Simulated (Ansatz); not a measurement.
A run of Ansatz 0.2.0 is set up as follows.

The input run.py:

```python
import json

import ase.io
import numpy as np

import ansatz as az

atoms = ase.io.read("POSCAR", format="vasp")

calculation = (
    az.Crystal.from_ase(atoms)
    .calculation()
    .kpoints(9, 9, 9)
    .functional("pbe", dispersion="d4")
    .pseudopotentials(kind="paw", source="jth")
    .hubbard(projectors="atomic")
    .hubbard("La", "f", u_eff=8.0)
    .scf(extra_bands=6)
    .occupations(method="gaussian", width=0.15)
    .density()
    .potential()
    .output_files(volumetric_format="npy")
    .electron_localization_function()
    .density_of_states(energy_step=0.05, projected=True, nscf_kmesh=(14, 14, 14))
    .forces()
    .stress()
    .band_table(publish=True)
)
outcome = calculation.run(threads=2, events_out="events.jsonl")

report = outcome.report
for line in open("events.jsonl"):
    event = json.loads(line)
    if event["event"] == "scf_iter":
        d = event["data"]
        print(f"SCF {d['iter']:3d}  HF = {d['harris_foulkes_ev']:.6f} eV  dr2 = {d['dr2_ev']:.2e} eV")
    elif event["event"] in ("relax_step", "md_step"):
        d = event["data"]
        print(f"{event['event']} {d['step']:3d}  E = {d['lagrangian_ev']:.6f} eV")
np.set_printoptions(precision=5, suppress=True, linewidth=110)
print("converged:", report["converged"], "after", report["n_iterations"], "iterations")
print(f"free energy {report['free_energy_ev']:.6f} eV, Fermi level {report['fermi_energy_ev']:.4f} eV")
for key in ("band_edges_ev", "magnetization_mub", "site_moments_mub", "site_moments_nc_mub", "forces_ev_ang",
                "stress_gpa", "kpoints_frac", "eigenvalues_ev"):
    if report.get(key) is not None:
        print(key, np.array(report[key]), sep="\n")
```

POSCAR

```
La
1.0
   -2.1238310710      2.1238310710      2.1238310710
    2.1238310710     -2.1238310710      2.1238310710
    2.1238310710      2.1238310710     -2.1238310710
La
1
Direct
    0.0000000000      0.0000000000      0.0000000000
```

Potentials or basis: JTH PAW.

Command:

```sh
$ python run.py
```

Q: Estimate the pressure.

A: 1.2 GPa.

Q: Estimate the band gap on the k mesh.

A: None (metal or under the smearing width).

States per cell in windows of 0.5 eV (zero at the Fermi level; states under -8 eV left out):
| from (eV) | total | La 5d | La 4f | La 6s | La 5p | La 5s |
| --- | --- | --- | --- | --- | --- | --- |
| -8.0 | 0.00 | 0.00 | 0.00 | 0.00 | 0.00 | 0.00 |
| -7.5 | 0.00 | 0.00 | 0.00 | 0.00 | 0.00 | 0.00 |
| -7.0 | 0.00 | 0.00 | 0.00 | 0.00 | 0.00 | 0.00 |
| -6.5 | 0.00 | 0.00 | 0.00 | 0.00 | 0.00 | 0.00 |
| -6.0 | 0.00 | 0.00 | 0.00 | 0.00 | 0.00 | 0.00 |
| -5.5 | 0.00 | 0.00 | 0.00 | 0.00 | 0.00 | 0.00 |
| -5.0 | 0.00 | 0.00 | 0.00 | 0.00 | 0.00 | 0.00 |
| -4.5 | 0.00 | 0.00 | 0.00 | 0.00 | 0.00 | 0.00 |
| -4.0 | 0.00 | 0.00 | 0.00 | 0.00 | 0.00 | 0.00 |
| -3.5 | 0.01 | 0.00 | 0.00 | 0.01 | 0.00 | 0.00 |
| -3.0 | 0.05 | 0.00 | 0.00 | 0.04 | 0.00 | 0.00 |
| -2.5 | 0.09 | 0.01 | 0.00 | 0.07 | 0.00 | 0.01 |
| -2.0 | 0.42 | 0.24 | 0.00 | 0.15 | 0.01 | 0.01 |
| -1.5 | 0.83 | 0.62 | 0.00 | 0.17 | 0.02 | 0.01 |
| -1.0 | 0.74 | 0.62 | 0.00 | 0.09 | 0.02 | 0.00 |
| -0.5 | 0.78 | 0.75 | 0.00 | 0.01 | 0.01 | 0.00 |
| 0.0 | 0.97 | 0.91 | 0.01 | 0.02 | 0.02 | 0.00 |
| 0.5 | 1.11 | 0.93 | 0.01 | 0.11 | 0.03 | 0.00 |
| 1.0 | 0.63 | 0.51 | 0.01 | 0.07 | 0.01 | 0.00 |
| 1.5 | 0.31 | 0.23 | 0.01 | 0.03 | 0.01 | 0.00 |
| 2.0 | 0.46 | 0.39 | 0.02 | 0.02 | 0.00 | 0.00 |
| 2.5 | 0.64 | 0.58 | 0.04 | 0.01 | 0.00 | 0.00 |
| 3.0 | 0.76 | 0.68 | 0.05 | 0.01 | 0.00 | 0.00 |
| 3.5 | 0.80 | 0.72 | 0.05 | 0.01 | 0.00 | 0.00 |
| 4.0 | 1.38 | 1.15 | 0.13 | 0.08 | 0.00 | 0.00 |
| 4.5 | 0.69 | 0.32 | 0.23 | 0.10 | 0.00 | 0.00 |
| 5.0 | 3.65 | 0.16 | 3.35 | 0.06 | 0.00 | 0.00 |
| 5.5 | 1.69 | 0.09 | 1.59 | 0.01 | 0.00 | 0.00 |
| 6.0 | 0.00 | 0.00 | 0.00 | 0.00 | 0.00 | 0.00 |
| 6.5 | 0.00 | 0.00 | 0.00 | 0.00 | 0.00 | 0.00 |
| 7.0 | 0.00 | 0.00 | 0.00 | 0.00 | 0.00 | 0.00 |
| 7.5 | 0.00 | 0.00 | 0.00 | 0.00 | 0.00 | 0.00 |

Caveat: the magnetic or orbital state may not be the lowest; U without spin polarisation on a metal has little footing; pairwise dispersion overbinds metals, which lowers pressure and volume; the U is typed as a test and isn't derived for this compound. The run has no spin-orbit coupling, so splittings on La are missing.
